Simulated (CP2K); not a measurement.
The system is Hf.

```
Hf
1.0
     2.88012    0.00000    0.00000
    -1.01376    2.92235    0.00000
    -0.98838   -1.19151    2.76816
Hf
1
Direct
  0.00000 0.00000 0.00000
```

This isn't the form of Hf at room conditions, which is hcp.

Base run:

| Property | Result |
| --- | --- |
| Program | CP2K 2026.2 |
| Functional | LDA |
| Potentials or basis | POTENTIAL_UZH Hf GTH-PBE-q12; TZVP-MOLOPT-PBE-GTH basis |
| Density cutoff | 9184 eV |
| k mesh | 11 × 10 × 10 |
| Occupations | fermi-dirac, width 0.05 eV |
| Spin | no spin polarisation |

Its results: band gap on the k mesh none (metal or under the smearing width); pressure -9.1 GPa.

Task: The run is repeated on the same cell with these changes: functional from LDA to vdW-DF2. What comes out?

Result: Band gap on the k mesh none (metal or under the smearing width); pressure 1.5 GPa.

Caveats: the potentials were made for another functional, which shifts forces and pressure; the basis of atomic orbitals isn't converged, which shifts pressures, moduli and gaps; spin-orbit coupling is left out, which moves the levels of the heavy elements (some runs).
